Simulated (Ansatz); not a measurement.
# AlN: the cost of one run

Computed with Ansatz 0.2.0 (DFT PBE, scalar-relativistic, plane waves, PAW, unless a step's input says otherwise).

4 further runs of the same task are left out: 4 set aside as unsound or not needed.

## 1. The system as given

It takes space group F-43m (No. 216, cubic). Conventional cell: a = 4.403 Å, b = 4.403 Å, c = 4.403 Å, α = 90.00°, β = 90.00°, γ = 90.00°. Al (site symmetry -43m) is surrounded by 4 N at 1.91 Å. N (site symmetry -43m) is surrounded by 4 Al at 1.91 Å.

Structure file:

```
CELL_PARAMETERS angstrom
0.00000 2.20159 2.20159
2.20159 0.00000 2.20159
2.20159 2.20159 0.00000
ATOMIC_POSITIONS crystal
Al 0.00000 0.00000 0.00000
N 0.75000 0.75000 0.75000
```

It goes back to an entry of the Materials Project, which need not be the stable form.

This cell was relaxed beforehand with the same method: volume 10.67 Å³/atom, gap on the mesh 3.31 eV.

## 2. Relaxing at 9 GPa

What is minimised here is the enthalpy; the energy can go up as the cell is squeezed.

input.yaml reads:

```yaml
crystal:
  lattice:
    - [0.0, 2.2015871054, 2.2015871054]
    - [2.2015871054, 0.0, 2.2015871054]
    - [2.2015871054, 2.2015871054, 0.0]
  atoms:
    - { symbol: Al, position: [0.0, 0.0, 0.0] }
    - { symbol: "N", position: [0.75, 0.75, 0.75] }
basis:
  ecutwfc: 420
kpoints:
  mp_grid: { grid: [10, 10, 10] }
hamiltonian:
  xc: pbe
scf:
  occupations: { method: fixed }
output:
  forces: true
  stress: true
  eigenvalues: true
relax:
  adjacent_minimum: "off"
  f_tol: 0.001
  max_steps: 60
  cell: { stress_tol: 0.02, p_target: 9.0 }
```

The run is started by

```sh
$ ansatz run input.yaml --threads 1 --pin off --max-ram 3072MiB --backend cpu --events-out ev --progress --plain --runs-dir out
```

Q: Estimate wall time and peak memory on 1 thread of Intel Xeon 6975P-C (Granite Rapids), shared host.

About 5.8 s, with a peak of 0.34 GiB.
